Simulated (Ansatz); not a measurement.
# NiO in Ansatz: the effect of functional

The system is NiO.

```xyz
2
Lattice="0.0000 2.1268 2.1268 2.1268 0.0000 2.1268 2.1268 2.1268 0.0000" Properties=species:S:1:pos:R:3 pbc="T T T"
Ni    0.0000    0.0000    0.0000
O     2.1268    2.1268    2.1268
```

The cell isn't the ideal one: volume scaled by 1.06.

Alike in all runs:

| Property | Result |
| --- | --- |
| Program | Ansatz 0.2.0 |
| Task | single point |
| Potentials or basis | Ansatz PAW |
| k mesh | 11 × 11 × 11 |
| Occupations | fermi-dirac, width 0.05 eV |
| Spin | collinear spin, ferromagnetic start |
| Starting moments | [1.0, 0.0] μB |

```tsv
functional	cutoff	gap on the mesh (eV)	pressure (GPa)	moment (μB)
LDA	420 eV (not typed: the program's choice for these potentials)	none	-28.1	0.30
r2SCAN	500 eV (not typed: the program's choice for these potentials)	1.00	-9.0	2.00
PBE	420 eV (not typed: the program's choice for these potentials)	?	?	?
```

**Question.** What does the run with functional PBE give?

**Answer.** gap on the mesh none; pressure -4.2 GPa; moment 1.86 μB.

Caveats: semilocal functionals often make such compounds metallic where correlation or magnetic order opens a gap, which also shifts bond lengths (some runs); the PAW data sets come from PBE, with cores solved anew for the run's functional, which leaves a small shift of forces and pressure (some runs); a cell with one magnetic atom can't hold antiferromagnetic order, which such compounds often take (some runs); the magnetic or orbital state may not be the lowest (some runs); odd divisions of the mesh miss points on the zone boundary, where band edges often lie, so the gap on the mesh can be too wide (some runs).

A k mesh can miss the band edges.

A gap of «none» marks a metal or a gap under the smearing width.
